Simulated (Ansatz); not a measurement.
# Te: how well frozen cores do

Aim: solve Te at one geometry with all-electron LAPW, PAW with frozen cores and all-electron PAW on datasets made for the crystal, and see where they agree.

Method: DFT LDA, scalar-relativistic, in Ansatz 0.2.0.

## (1) The system as given

The structure is monoclinic, space group C2/m (No. 12). The conventional cell has a = 8.468 Å, b = 4.742 Å, c = 3.959 Å, α = 90.00°, β = 91.89°, γ = 90.00°. Around Te (site symmetry m) lie 6 Te at 2.99 to 3.25 Å. Te (site symmetry 2/m) has 6 Te at 2.99 to 3.10 Å as nearest neighbours.

Cell or atoms stand a little off a more symmetric structure (R-3m at a tolerance of 0.3 Å), so results at this geometry aren't those of that ideal crystal.

Coordinates:

```
Te
1.0
     4.23410   -2.37120    0.00000
     4.23410    2.37120    0.00000
    -0.13045    0.00000    3.95735
Te
3
Direct
  0.67600 0.67600 0.67500
  0.32400 0.32400 0.32500
  0.00000 0.00000 0.00000
```

The cell is a deposited one (Crystallography Open Database entry 1533530); the temperature and pressure of the measurement aren't taken into account, and nothing was relaxed.

Atoms are numbered in the order of the input: Te1, Te2, Te3.

## (2) All-electron LAPW

Input file input.yaml:

```yaml
crystal:
  lattice:
    - [4.2341, -2.3712, 0.0]
    - [4.2341, 2.3712, 0.0]
    - [-0.13045, 0.0, 3.95735]
  atoms:
    - { symbol: Te, position: [0.676, 0.676, 0.675] }
    - { symbol: Te, position: [0.324, 0.324, 0.325] }
    - { symbol: Te, position: [0.0, 0.0, 0.0] }
kpoints:
  mp_grid: { grid: [8, 8, 8] }
  band_path:
    path:
      - [0.0, 0.0, 0.0]
      - [-0.3284920764, 0.3284920764, 0.0]
      - [-0.6715079236, -0.3284920764, 0.0]
      - [-0.5, -0.5, 0.0]
      - [0.0, 0.0, 0.0]
      - [-0.5, -0.5, 0.5]
      - [-0.6770386277, -0.3229613723, 0.5]
      - [-0.3229613723, 0.3229613723, 0.5]
      - [0.0, 0.0, 0.5]
    npoints: 14
scf:
  occupations: { method: fermi_dirac, width: 0.05 }
hamiltonian:
  xc: lda
  pseudopotentials: { kind: all_electron, lapw: { basis_error: 0.001 } }
output:
  forces: true
  stress: true
  eigenvalues: true
  populations: true
  dos: { projected: true, de: 0.2, e_range: [-14, 8] }
```

Started as:

```console
$ ansatz run input.yaml --threads 1 --pin off --max-ram 6144MiB --backend cpu --events-out ev --progress --plain --runs-dir out
```

## (3) PAW with frozen cores

Changes to input.yaml since step 2:

```diff
@@ -27,3 +27,3 @@
   xc: lda
-  pseudopotentials: { kind: all_electron, lapw: { basis_error: 0.001 } }
+  pseudopotentials: { kind: paw }
 output:
@@ -32,3 +32,9 @@
   eigenvalues: true
+  efg: { contact_densities: true }
   populations: true
+  bader: true
   dos: { projected: true, de: 0.2, e_range: [-14, 8] }
+  write_density: true
+  write_potential: true
+  elf: true
+  volumetric_format: npy
```

## (4) All-electron PAW on datasets made for the crystal

Changes to input.yaml since step 3:

```diff
@@ -22,3 +22,3 @@
       - [0.0, 0.0, 0.5]
-    npoints: 14
+    npoints: 8
 scf:
@@ -27,3 +27,3 @@
   xc: lda
-  pseudopotentials: { kind: paw }
+  pseudopotentials: { kind: all_electron, datasets: crystal }
 output:
@@ -33,8 +33 @@
   efg: { contact_densities: true }
-  populations: true
-  bader: true
-  dos: { projected: true, de: 0.2, e_range: [-14, 8] }
-  write_density: true
-  write_potential: true
-  elf: true
-  volumetric_format: npy
```

(Steps that only read results are left out.)

Before running it: what results should come out? Wanted: pressure; gap; largest force; Bader charges; highest ELF.

**Answer**, as computed:

```
           quantity                                               value
           pressure      LAPW 4.75, PAW 4.71, crystal datasets 4.74 GPa
         gap (LAPW)                                                none
      largest force  LAPW 0.450, PAW 0.450, crystal datasets 0.450 eV/Å
Bader charges (PAW)                              Te1 -0.01, Te3 +0.02 e
  highest ELF (PAW)                                0.66, 1.29 Å from Te
```

What this shows: At this geometry the cell is under compression of 4.7 GPa, so it would expand if let go. Bands cross the Fermi level: the crystal is a metal at this level. Within 0.3 eV of the Fermi level the largest projected share is Te 5p (95 %). The projection holds only the free atom's occupied shells (Te 5s, Te 5p in this range). The field gradient at Te3, the largest by crystal datasets, is -32.25 by PAW and -32.31 by crystal datasets (10²¹ V/m²), within 5 %. No spin–orbit coupling: at heavy atoms the gradients can be off by tens of per cent for that reason. PAW lies -0.03 GPa from LAPW in pressure. The forces differ by at most 1 meV/Å in a component, on a largest force of 0.450 eV/Å. The price, with the outputs that each input asks for: 2.2 min for LAPW against 50 s for PAW, about 2.6 to one. Spin-orbit coupling is left out, though the cell holds Te; in elements this heavy it can shift bands and gaps by tenths of an eV.
